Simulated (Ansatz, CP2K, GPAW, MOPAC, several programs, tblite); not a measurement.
## What each method gives for SnO (Pmn2_1)

SnO (Pmn2_1) from a database structure, relaxed with r2SCAN+rVV10 in Ansatz, was computed with several methods. The symmetry is Pmn2_1 (No. 31, orthorhombic); a = 3.303 Å, b = 5.758 Å, c = 4.001 Å in the conventional setting, 19.02 Å³ an atom. Sn has 3 O at 2.12–2.13 Å; O has 3 Sn at 2.12–2.13 Å. Calculated for a static, non-magnetic cell.

```xyz
4
Lattice="3.3031 0.0000 0.0000 0.0000 5.7577 0.0000 0.0000 0.0000 4.0008" Properties=species:S:1:pos:R:3 pbc="T T T"
Sn    0.0000    1.3211    2.0695
Sn    1.6516    4.4366    0.0691
O     0.0000    5.1447    2.9315
O     1.6516    0.6130    0.9311
```

Gaps and times are for a single point on this cell; volume and bulk modulus come from each method's own relaxation or energy curve at fixed shape, which is too stiff where a cell has free coordinates or axes. Times are rough, from shared hosts (Arm Neoverse V1), and each method has its own mesh and cell size. A double dagger marks a value from a curve with shape and coordinates held. PM6 (MOPAC), PM7 (MOPAC), GFN1-xTB (tblite), GFN2-xTB (tblite) treat a cluster of cells at its zone centre, which samples few k points: where these miss a band edge, the gap comes out too large for that reason alone. Gaps from k meshes are read at a limited set of points (mesh, symmetry points, PBE's band edges), so each method's own least gap may be somewhat smaller. xTB and the PM methods were fitted mostly to molecules, and can miss a solid's gap by electronvolts. Minimal bases can be far off for gaps. Curves at held shape can't give the bulk modulus of a layered or molecular crystal, so none is listed. GLLB-SC's gap includes the derivative discontinuity. d marks a direct gap, i an indirect one (no mark: not told apart), a dash a value that wasn't computed or didn't pass its checks.

| method | kind | gap (eV) | own volume (Å³/atom) | bulk modulus (GPa) | atoms computed | processor time |
| --- | --- | --- | --- | --- | --- | --- |
| light PBE (260 eV and a coarse mesh) | light plane-wave | 1.35 i | – | – | 4 | 2 s |
| PM6 (MOPAC) | semi-empirical | 6.45 | – | – | 72 | 2.5 s |
| GFN1-xTB (tblite) | tight binding | 3.50 | 17.85‡ | – | 72 | 2.7 s |
| PM7 (MOPAC) | semi-empirical | 6.07 | 18.06‡ | – | 72 | 4.2 s |
| PBE/SZV (CP2K) | small basis | 1.58 i | – | – | 4 | 8.7 s |
| GFN2-xTB (tblite) | tight binding | 2.87 | – | – | 72 | 12 s |
| PBE | semilocal | 1.38 i | – | – | 4 | 14 s |
| PBE/single zeta (GPAW) | small basis | 1.38 i | – | – | 4 | 16 s |
| PBE/DZVP (CP2K) | small basis | 1.29 i | 20.72‡ | – | 4 | 21 s |
| GLLB-SC (GPAW) | model potential | 2.52 | – | – | 4 | 32 s |
| r2SCAN | semilocal | 1.70 i | – | – | 4 | 35 s |

Against r2SCAN (1.70 eV) and with closed or daggered gaps left aside, the nearest gap at the points sampled is that of PBE/SZV (CP2K) (-0.12 eV) and the farthest that of PM6 (MOPAC) (+4.75 eV). r2SCAN is only a yardstick of convenience: semilocal gaps usually lie below measured ones, which GLLB-SC and hybrids aim to mend.

Spin-orbit coupling is left out, which matters wherever the heavy atoms make up the band edges.
